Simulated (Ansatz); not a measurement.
## NaF and the effect of the functional

It takes space group Fm-3m (No. 225, cubic). Conventional cell: a = 4.640 Å, b = 4.640 Å, c = 4.640 Å, α = 90.00°, β = 90.00°, γ = 90.00°. Na (site symmetry m-3m) has 6 F at 2.32 Å as nearest neighbours. F (site symmetry m-3m) has 6 Na at 2.32 Å as nearest neighbours.

Kept alike: task projected density of states; k mesh 6 × 6 × 6; occupations fermi-dirac, width 0.05 eV; no spin polarisation. Program: Ansatz, Ansatz PAW. Cutoffs run from 420 to 500 eV. The mesh is that of the run's cell of 2 atoms. No spin-orbit coupling.

```csv
functional,band gap (eV),pressure (GPa)
BLYP,6.368,2.36
HSE06,8.457,-0.06
LDA,5.957,-4.47
PBE,6.295,1.92
PBE0,9.226,-0.11
PBEsol,6.162,-0.34
RPBE,6.615,5.48
r2SCAN,7.113,-1.50
r2SCAN0,9.738,-2.47
revPBE,6.577,4.90
```

Pressure is positive in compression, with a Pulay correction for the finite cutoff. A gap read on the mesh alone can miss an edge between its points. All rows use potentials made for PBE.

The band gap runs from 5.957 (LDA) to 9.738 eV (r2SCAN0). From PBE: BLYP +0.073; HSE06 +2.162; LDA -0.338; PBE0 +2.931; PBEsol -0.133; RPBE +0.320; r2SCAN +0.818; r2SCAN0 +3.443; revPBE +0.282. The pressure runs from -4.47 (LDA) to 5.48 GPa (RPBE). From PBE: BLYP +0.44; HSE06 -1.98; LDA -6.39; PBE0 -2.03; PBEsol -2.26; RPBE +3.56; r2SCAN -3.42; r2SCAN0 -4.39; revPBE +2.98. A positive pressure means that the functional's own cell is larger than the one given, a negative one that it is smaller.
